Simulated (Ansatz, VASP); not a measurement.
**GaSb: programs and potentials compared**

The starting cell:

```
Sb Ga
1.0
     0.00000    3.05900    3.05900
     3.05900    0.00000    3.05900
     3.05900    3.05900    0.00000
Sb Ga
1 1
Direct
  0.75000 0.75000 0.75000
  0.00000 0.00000 0.00000
```

Alike in all runs: task relaxation of cell and atoms; functional PBE; dispersion D4; k mesh 8 × 8 × 8; occupations fermi-dirac, width 0.05 eV; no spin polarisation; no spin-orbit coupling.

| program and potentials | plane-wave cutoff (eV) | notes | equilibrium volume (Å³/atom) |
| --- | --- | --- | --- |
| Ansatz, Ansatz PAW | 420 | 14 valence electrons an atom on average | 28.53 |
| Ansatz, all-electron LAPW, scalar-relativistic | - | - | 28.50 |
| VASP, PBE PAW files Ga_d, Sb, 600 eV | 600 | 9 valence electrons an atom on average | 28.58 |

The equilibrium volume spans 28.50 (Ansatz, all-electron LAPW, scalar-relativistic) to 28.58 Å³/atom (VASP, PBE PAW files Ga_d, Sb, 600 eV), with all-electron results at 28.50. Relaxations stop with a little pressure left, so the last digit of a volume isn't settled.

The functional is the same throughout but for its coding, so the spread measures potentials, basis and numerics; runs on potential files found faulty are left out.
